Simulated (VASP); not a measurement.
Set up this calculation in VASP 6.6.1, as the native input.

| Property | Result |
| --- | --- |
| Task | single point |
| Functional | r2SCAN |
| Potentials or basis | VASP PAW PBE potentials, release 64 (Ga_d, P) |
| Cutoff | 520 eV |
| k mesh | 8 × 8 × 8 |
| Occupations | gaussian, width 0.01 eV |
| Spin | no spin polarisation |
| Dipole correction | no |
| Further INCAR settings | ALGO = Normal; EDIFF = 1e-06; NBANDS = 16 |

The system is GaP.

```
Ga P
1.0
     0.00000    2.87911    2.87911
     2.87911    0.00000    2.87911
     2.87911    2.87911    0.00000
Ga P
1 1
Cartesian
  0.0000 0.0000 0.0000
  1.4396 1.4396 1.4396
```

The cell was built by a generator and needn't be a form met in nature.

The cell isn't the ideal one: hydrostatic strain +5.6%.

One way to write it, as run:

POSCAR

```
GaP
1.0
    0.0000000000      2.8791118160      2.8791118160
    2.8791118160      0.0000000000      2.8791118160
    2.8791118160      2.8791118160      0.0000000000
Ga P
1 1
Direct
    0.0000000000      0.0000000000      0.0000000000
    0.2500000000      0.2500000000      0.2500000000
```

INCAR.step1

```
  PREC = Accurate
  ENCUT = 520
  ISMEAR = 0
  SIGMA = 0.01
  LREAL = F
  LASPH = T
  NELM = 60
  NBANDS = 16
  GGA = PE
  ALGO = Normal
  EDIFF = 1E-4
  LWAVE = T
  LCHARG = F
```

INCAR.step2

```
  PREC = Accurate
  ENCUT = 520
  EDIFF = 1E-6
  ISMEAR = 0
  SIGMA = 0.01
  LREAL = F
  LASPH = T
  NELM = 60
  ALGO = Normal
  ISIF = 2
  LWAVE = F
  LCHARG = F
  METAGGA = R2SCAN
  LMIXTAU = T
  NBANDS = 16
  ISTART = 1
```

KPOINTS

```
regular mesh
0
Gamma
  8 8 8
```

Potentials or basis: VASP PAW PBE potentials, release 64 (Ga_d, P).

Command:

```bash
$ cat potpaw_PBE.64/Ga_d/POTCAR potpaw_PBE.64/P/POTCAR > POTCAR
$ cp INCAR.step1 INCAR
$ mpirun -np 1 vasp_std > vasp.out
$ cp INCAR.step2 INCAR
$ mpirun -np 1 vasp_std > vasp.out
```

It gave:

```yaml
Pressure: -10.0 GPa
Band_gap_on_the_k_mesh: 0.95 eV, direct
```

Caveat: the PAW data sets were made with another functional, which shifts forces and pressure a little.

Wall time 49 s on 1 thread of AMD EPYC 9R45 96-Core Processor (Zen 5), with other jobs on the host, peak memory 0.15 GiB.
